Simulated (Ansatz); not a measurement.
# C: changes ranked by their effect on the pressure

```
CELL_PARAMETERS angstrom
0.00000 2.12700 3.34800
1.22800 0.00000 3.34800
1.22800 2.12700 0.00000
ATOMIC_POSITIONS crystal
C 0.16667 0.83333 0.16667
C 0.83333 0.16667 0.83333
```

Atoms are numbered in the order listed.

The cell is COD entry 9000046, as deposited and not checked against the literature; nothing was relaxed.

Method: Ansatz 0.2.0, DFT, PBE, all-electron LAPW, scalar-relativistic.

The runs use a Γ-centred 18×18×18 k mesh, Fermi–Dirac smearing of 0.05 eV, basis error target 0.25 meV/atom, no spin polarisation.

In this reference run the pressure is 4.5 GPa (positive in compression). Each change below is made alone, on the same k mesh, with fractional coordinates held unless an atom is moved; x, y and z are the Cartesian axes.

Question: Order the changes by the shift of the pressure, most negative first.
A. no relativity
B. functional lda
C. x and y strained by -3 %, z held
D. volume scaled by 0.99
E. volume scaled by 1.02
F. volume scaled by 1.01

Answer: B (-8.3 GPa), E (-5.6 GPa), F (-2.8 GPa), A (+0.2 GPa), D (+3.0 GPa), C (+29.7 GPa).
